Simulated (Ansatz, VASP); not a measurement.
## One calculation of Pd, two programs

File INCAR:

```
SYSTEM = Pd
PREC     = Accurate       ! precision mode
ENCUT    = 520            ! plane-wave cutoff, eV
EDIFF    = 1E-6           ! SCF threshold, eV
ISMEAR   = 0              ! smearing method
SIGMA    = 0.1            ! smearing width, eV
LREAL    = .False.        ! projectors in reciprocal space
LASPH    = .True.         ! aspherical terms in the spheres
NELM     = 100            ! most SCF steps
ALGO     = Fast           ! electronic algorithm
ISIF     = 2              ! what is computed and relaxed
LWAVE    = .False.        ! write WAVECAR
LCHARG   = .True.         ! write CHGCAR
GGA      = PE             ! functional
LELF     = .True.         ! ELF
LVHAR    = .True.       
NBANDS   = 11             ! bands
```

KPOINTS

```
regular mesh
0
Gamma
  18 18 18
  0 0 0
```

The input POSCAR:

```
Pd
1.0
    0.0000000000      1.9465000000      1.9465000000
    1.9465000000      0.0000000000      1.9465000000
    1.9465000000      1.9465000000      0.0000000000
Pd
1
Direct
    0.0000000000      0.0000000000      0.0000000000
```

Input for Ansatz:

```yaml
crystal:
  lattice:
    - [0.0, 1.9465, 1.9465]
    - [1.9465, 0.0, 1.9465]
    - [1.9465, 1.9465, 0.0]
  atoms:
    - { symbol: Pd, position: [0.0, 0.0, 0.0] }
basis:
  ecutwfc: 420
kpoints:
  mp_grid: { grid: [18, 18, 18] }
hamiltonian:
  xc: pbe
scf:
  occupations: { method: gaussian, width: 0.1 }
output:
  forces: true
  stress: true
  eigenvalues: true
  populations: true
```

Alike in both runs: task single point; functional PBE; k mesh 18 × 18 × 18; occupations gaussian, width 0.1 eV; no spin polarisation.

```csv
,VASP,Ansatz
version,VASP 6.6.1,Ansatz 0.2.0
potentials or method,"VASP PAW PBE potentials, release 64 (Pd)","scalar-relativistic, plane waves, PAW"
plane-wave cutoff (eV),520,420
valence electrons in the cell,10,18
```

Ansatz gave:

| Item | Value |
| --- | --- |
| gap on the k mesh at the Fermi level (eV) | none |
| pressure (GPa) | 7.0 |

**Question.** Which values does VASP return?

**Answer.** gap on the k mesh at the Fermi level (eV): none; pressure (GPa): 6.7.

A gap of «none» marks a metal or a gap that the smearing closes. The two sets of potentials don't hold the same shells in valence.
